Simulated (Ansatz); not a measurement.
The bulk modulus of GeSe from a series of volumes

Reference cell: an entry of the Crystallography Open Database (COD) whose atoms were relaxed with PBE, the cell held.

Space group Pnma (No. 62); a = 10.8200, b = 3.8500, c = 4.4000 Å.

```
site  Wyckoff  site symmetry       x       y       z
  Ge       4c            .m.  0.1201  0.2500  0.1156
  Se       4c            .m.  0.8547  0.2500  0.4941
```

One atom of each set is listed.

Method: Kohn–Sham DFT in Ansatz, PBE, plane waves and PAW, scalar-relativistic, 420 eV cutoff, Γ-centred 4×11×10 k-points, Fermi–Dirac smearing 0.02 eV.

The cell is scaled uniformly, and the ions relax again at each size.

```
V/V₀  pressure (GPa)  gap on the k-mesh (eV)
0.94             4.4                    0.43
0.96               ?                       ?
0.98             2.5                    0.61
1.00             1.8                    0.71
1.02             1.0                    0.79
1.04             0.5                    0.88
1.06             0.0                    0.97
```

(1) Estimate the row at V/V₀ = 0.96, the equilibrium volume and the bulk modulus.

Results:

(1) pressure (GPa): 3.5; gap on the k-mesh (eV): 0.53. Worked: a parabola in ln(V/V₀) through the other 6 rows gives 3.4 GPa there. It crosses zero pressure at V/V₀ = 1.061, the equilibrium volume of this functional, where the bulk modulus is B = −dP/d ln V = 23 GPa. The shape of the cell is held, so in this non-cubic crystal both values are those of uniform scaling, and B is an upper bound to the hydrostatic one. No dispersion correction is included, which matters between the layers of this solid. The gap rises as the cell grows, by 0.045 eV per per cent of volume.

PBE gaps are too small, by a third to a half in many semiconductors; their changes with volume are better.
